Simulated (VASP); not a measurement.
# Mg (Im-3m) in VASP: electric field gradients with PBE

Aim: the electric field gradients of Mg with PBE.

Program: VASP 6.6.1. These are calculated values, not measurements. Logs are shortened: lines on timing, memory, paths and dates and some standing lists are left out, and cuts for length are marked.

## 1. The undisturbed crystal

Symmetry: Im-3m, No. 229, cubic system. Conventional cell: a = 2.953 Å, b = 2.953 Å, c = 2.953 Å, α = 90.00°, β = 90.00°, γ = 90.00°. Mg (site symmetry m-3m) is surrounded by 8 Mg at 2.56 Å.

This isn't the form of Mg at room conditions, which is hcp.

## 2. Electric field gradients, PBE (xy shear strain of +4 %)

INCAR reads:

```
PREC = Accurate
ENCUT = 520
EDIFF = 1E-8
ISMEAR = -1
SIGMA = 0.05
LREAL = F
LASPH = T
NELM = 60
ALGO = Normal
ISIF = 2
LWAVE = F
LCHARG = F
GGA = PE
LEFG = T
NBANDS = 7
```

KPOINTS reads:

```
Automatic mesh
0
Gamma
  16 16 16
```

POSCAR reads:

```
Mg
1.0
   -1.4469700000      1.4469700000      1.4765000000
    1.4469700000     -1.4469700000      1.4765000000
    1.5060300000      1.5060300000     -1.4765000000
Mg
1
Direct
    0.0000000000      0.0000000000      0.0000000000
```

Potentials or basis: VASP PAW PBE potentials, release 64 (Mg).

Launch:

```console
$ cat potpaw_PBE.64/Mg/POTCAR > POTCAR
$ mpirun -np 1 vasp_std > vasp.out
```

OUTCAR:

```text
PREC = Accurate
   ENCUT = 520
   EDIFF = 1E-8
   ISMEAR = -1
   LREAL = F
   LASPH = T
   NELM = 60
   ISIF = 2
   GGA = PE

 ion  position               nearest neighbor table
   1  0.000  0.000  0.000-

  LATTYP: Found a face centered orthorhombic cell.
 ALAT       =     2.9530000000
 B/A-ratio  =     1.3859292911
 C/A-ratio  =     1.4424978336

  Lattice vectors:

 A1 = (   2.9530000000,   0.0590600000,   0.0000000000)
 A2 = (   1.5060300000,   1.5060300000,   1.4765000000)
 A3 = (   1.4469700000,  -1.4469700000,   1.4765000000)

Analysis of symmetry for initial positions (statically):
=====================================================================
 Subroutine PRICEL returns:
 Original cell was already a primitive cell.

 Routine SETGRP: Setting up the symmetry group for a
 face centered orthorhombic supercell.

 Subroutine GETGRP returns: Found  8 space group operations
 (whereof  8 operations were pure point group operations)
 out of a pool of  8 trial point group operations.

The static configuration has the point symmetry D_2h.

Analysis of symmetry for dynamics (positions and initial velocities):
=====================================================================
 Subroutine PRICEL returns:
 Original cell was already a primitive cell.

 Routine SETGRP: Setting up the symmetry group for a
 face centered orthorhombic supercell.

 Subroutine GETGRP returns: Found  8 space group operations
 (whereof  8 operations were pure point group operations)
 out of a pool of  8 trial point group operations.

The dynamic configuration has the point symmetry D_2h.

 Subroutine INISYM returns: Found  8 space group operations
 (whereof  8 operations are pure point group operations),
 and found     1 'primitive' translations

----------------------------------------------------------------------------------------

                                     Primitive cell

  volume of cell :      12.8702

  direct lattice vectors                    reciprocal lattice vectors
    -1.446970000  1.446970000  1.476500000    -0.006775484  0.338774182  0.338638673
     1.446970000 -1.446970000  1.476500000     0.338774182 -0.006775484  0.338638673
     1.506030000  1.506030000 -1.476500000     0.331998699  0.331998699  0.000000000

  length of vectors
     2.523389905  2.523389905  2.591583487     0.479051150  0.479051150  0.469517062

  position of ions in fractional coordinates (direct lattice)
     0.000000000  0.000000000  0.000000000

  ion indices of the primitive-cell ions
   primitive index   ion index
                 1           1

----------------------------------------------------------------------------------------

 KPOINTS: Automatic mesh

Automatic generation of k-mesh.
 Grid dimensions read from file:
 generate k-points for:   16   16   16

 Generating k-lattice:

  Cartesian coordinates                     Fractional coordinates (reciprocal lattice)
    -0.000423468  0.021173386  0.021164917     0.062500000  0.000000000  0.000000000
     0.021173386 -0.000423468  0.021164917     0.000000000  0.062500000  0.000000000
     0.020749919  0.020749919  0.000000000     0.000000000  0.000000000  0.062500000

  Length of vectors
     0.029940697  0.029940697  0.029344816

  Shift w.r.t. Gamma in fractional coordinates (k-lattice)
     0.000000000  0.000000000  0.000000000

 Subroutine IBZKPT returns following result:
 ===========================================

 Found    621 irreducible k-points:

 Following reciprocal coordinates:
            Coordinates               Weight
  0.000000  0.000000  0.000000      1.000000
  0.062500  0.000000  0.000000      8.000000
  0.125000  0.000000  0.000000      8.000000
  0.187500 -0.000000 -0.000000      8.000000
  0.250000  0.000000  0.000000      8.000000
  0.312500  0.000000 -0.000000      8.000000
[... 16 lines left out ...]
 -0.125000  0.062500  0.000000      8.000000
 -0.062500  0.062500  0.000000      2.000000
 [... further k-points ...]
   k-points           NKPTS =    621   k-points in BZ     NKDIM =    621   number of bands    NBANDS=      7
   number of dos      NEDOS =    301   number of ions     NIONS =      1
   total plane-waves  NPLWV =   8000
   dimension x,y,z NGX =    20 NGY =   20 NGZ =   20
   dimension x,y,z NGXF=    40 NGYF=   40 NGZF=   40
   ions per type =               1
   NGX,Y,Z   is equivalent  to a cutoff of  13.18, 13.18, 12.83 a.u.
   NGXF,Y,Z  is equivalent  to a cutoff of  26.35, 26.35, 25.66 a.u.
 SYSTEM =  unknown system
   PREC   = accura    normal or accurate (medium, high low for compatibility)
   ISTART =      0    job   : 0-new  1-cont  2-samecut
   ICHARG =      2    charge: 1-file 2-atom 10-const
   ISPIN  =      1    spin polarized calculation?
   LNONCOLLINEAR =      F non collinear calculations
   LSORBIT =      F    spin-orbit coupling
   LASPH  =      T    aspherical Exc in radial PAW
   ENCUT  =  520.0 eV  38.22 Ry    6.18 a.u.   4.69  4.69  4.82*2*pi/ulx,y,z
   NELM   =     60;   NELMIN=  2; NELMDL= -5     # of ELM steps
   EDIFF  = 0.1E-07   stopping-criterion for ELM
   LREAL  =      F    real-space projection
   EDIFFG = 0.1E-06   stopping-criterion for IOM
   NSW    =      0    number of steps for IOM
   IBRION =     -1    ionic relax: 0-MD 1-quasi-New 2-CG
   NFREE  =      0    steps in history (QN), initial steepest desc. (CG)
   ISIF   =      2    stress and relaxation
   ISYM   =      2    0-nonsym 1-usesym 2-fastsym
   POTIM  = 0.5000    time-step for ionic-motion
   TEBEG  =    0.0;   TEEND  =   0.0 temperature during run
   PSTRESS=    0.0 pullay stress
   NELECT =       2.0000    total number of electrons
   NUPDOWN=      -1.0000    fix difference up-down
   EMIN   =  10.00;   EMAX   =-10.00  energy-range for DOS
   EFERMI =   0.00;   METHOD = LEGACY
   ISMEAR =    -1;   SIGMA  =   0.05  broadening in eV -4-tet -1-fermi 0-gaus
   EFERMI_NEDOS =   21; number of points for ismear=-14 and -15
   IALGO  =     38    algorithm
   IMIX   =      4    mixing-type and parameters
     AMIX     =   0.40;   BMIX     =  1.00
     AMIX_MAG =   1.60;   BMIX_MAG =  1.00
  volume/ion in A,a.u.               =      12.87        86.85
  Fermi-wavevector in a.u.,A,eV,Ry     =   0.880149  1.663240 10.539909  0.774661
  Thomas-Fermi vector in A             =   2.000469
   LORBIT       =      0    0 simple, 1 ext, 2 COOP (PROOUT), +10 PAW based schemes
   GGA     = PE    functional components
   LHFCALC =     F    Hartree Fock is set to
   AEXX    =    0.0000 exact exchange contribution
   IVDW    =     0    specifies the selected vdW correction
   LEPSILON=     F    determine dielectric tensor
   LRPA    =     F    only Hartree local field effects (RPA)
 non-spin polarized calculation
  energy-cutoff  :      520.00
  volume of cell :       12.87
 maximum number of plane-waves:       370
   NGX =  9   NGY =  9   NGZ =  9

 number of electron       2.0000000 magnetization

 Free energy of the ion-electron system (eV)
  ---------------------------------------------------
  ext. energy  EPLUGINS =         0.00000000
  ---------------------------------------------------
  free energy    TOTEN  =        -0.24148790 eV

  energy without entropy =       -0.23918567  energy(sigma->0) =       -0.24033678

 E-fermi :   6.5781     XC(G=0): -10.4964

 val. band max:        6.5403393829   @ k =   0.3750   0.1250   0.1250
 cond. band min:       6.5826766617   @ k =   0.5000   0.4375  -0.0000
 fundamental gap:      0.0423372789
 Fermi energy:         6.5781489891

 k-point     1 :       0.0000    0.0000    0.0000
  band No.  band energies     occupation
      1      -3.2683      2.00000
      2      23.7174      0.00000
      3      23.7736      0.00000
      4      24.3243      0.00000
      5      26.7837      0.00000
      6      27.1341      0.00000
      7      27.8137      0.00000

 k-point     2 :       0.0625    0.0000    0.0000
  band No.  band energies     occupation
      1      -3.1319      2.00000
      2      22.6957      0.00000
      3      23.1042      0.00000
      4      23.8162      0.00000
      5      25.7752      0.00000
      6      26.2182      0.00000
      7      28.8648      0.00000

 k-point     3 :       0.1250    0.0000    0.0000
  band No.  band energies     occupation
      1      -2.7250      2.00000
      2      19.9269      0.00000
      3      21.8270      0.00000
      4      23.2766      0.00000
      5      25.0056      0.00000
      6      25.5949      0.00000
      7      30.3541      0.00000
[... 191 lines left out ...]
 k-point    23 :      -0.1250    0.0625    0.0000
  band No.  band energies     occupation
      1      -2.8492      2.00000
      2      21.3423      0.00000
      3      22.0198      0.00000
      4      23.3785      0.00000
      5      24.4165      0.00000
      6      26.1321      0.00000
      7      29.1001      0.00000

 k-point    24 :      -0.0625    0.0625    0.0000
  band No.  band energies     occupation
      1      -3.1263      2.00000
      2      23.1949      0.00000
      3      23.4907      0.00000
      4      23.6067      0.00000
      5      25.1951      0.00000
      6      25.7939      0.00000
      7      28.6459      0.00000

 [... further k-points ...]
[... 5 lines left out ...]
  --------------------------------------------------------------------------------------
  -------------------------------------------------------------------------------------
  Total        5.0960124      5.0960124      5.1438708     -0.3937080      0.0000000      0.0000000
  in kB      634.3872800    634.3872800    640.3450327    -49.0115295      0.0000000      0.0000000
  external PRESSURE =     636.3731976 kB  Pullay stress =       0.0000000 kB

 VOLUME and BASIS-vectors are now :
 -----------------------------------------------------------------------------
  energy-cutoff  :      520.00
  volume of cell :       12.87
      direct lattice vectors                 reciprocal lattice vectors
    -1.446970000  1.446970000  1.476500000    -0.006775484  0.338774182  0.338638673
     1.446970000 -1.446970000  1.476500000     0.338774182 -0.006775484  0.338638673
     1.506030000  1.506030000 -1.476500000     0.331998699  0.331998699  0.000000000

 POSITION                                       TOTAL-FORCE (eV/Angst)
 -----------------------------------------------------------------------------------
      0.00000      0.00000      0.00000        -0.000000      0.000000      0.000000
 -----------------------------------------------------------------------------------
    total drift:                                0.000000      0.000000     -0.000000

  FREE ENERGIE OF THE ION-ELECTRON SYSTEM (eV)
  ---------------------------------------------------
  free  energy   TOTEN  =        -0.2414878980 eV

  energy  without entropy=       -0.2391856650  energy(sigma->0) =       -0.24033678

 Electric field gradients (V/A^2)
---------------------------------------------------------------------
 ion       V_xx      V_yy      V_zz      V_xy      V_xz      V_yz
---------------------------------------------------------------------
   1       0.140     0.140    -0.280     0.870     0.000     0.000
---------------------------------------------------------------------

 Electric field gradients after diagonalization (V/A^2)
 (convention: |V_zz| > |V_xx| > |V_yy|)
----------------------------------------------------------------------
 ion       V_xx      V_yy      V_zz     asymmetry (V_yy - V_xx)/ V_zz
----------------------------------------------------------------------
   1      -0.730    -0.280     1.010       0.445
----------------------------------------------------------------------

           NMR quadrupolar parameters

 Cq : quadrupolar parameter    Cq=e*Q*V_zz/h
 eta: asymmetry parameters     (V_yy - V_xx)/ V_zz
 Q  : nuclear electric quadrupole moment in mb (millibarn)
----------------------------------------------------------------------
 ion       Cq(MHz)       eta       Q (mb)
----------------------------------------------------------------------
   1       0.002       0.445       1.000
----------------------------------------------------------------------
```

Wall time 17 s (1 thread of Intel Xeon 6975P-C (Granite Rapids), shared host); peak memory 0.17 GiB.

What came out:

```
Free energy            : -0.2415 eV
Pressure               : 63.6 GPa
Band gap on the k mesh : none (metal or under the smearing width)
```

Levels at points of the mesh, in eV from the Fermi level:
```tsv
k point	band 1	band 2	band 3	band 4	band 5
(0.00, 0.00, 0.00)	-9.85	17.14	17.20	17.75	20.21
(0.50, 0.00, 0.00)	-2.34	-0.92	10.83	14.16	15.62
(0.50, 0.50, 0.00)	-2.03	-0.62	10.69	14.34	14.72
(0.00, 0.00, 0.50)	-2.63	-1.23	11.03	14.94	15.51
(0.50, 0.50, 0.50)	3.89	3.91	6.11	6.17	6.26
```

Electric field gradients, principal values (V/Å²):
```csv
atom,Vxx,Vyy,Vzz
1 Mg,-0.280,-0.730,1.010
```

Caveat: the cell as given lies far from equilibrium; so large a pressure means that the cell lies far from this level's equilibrium, or that cutoff or potentials fall short.
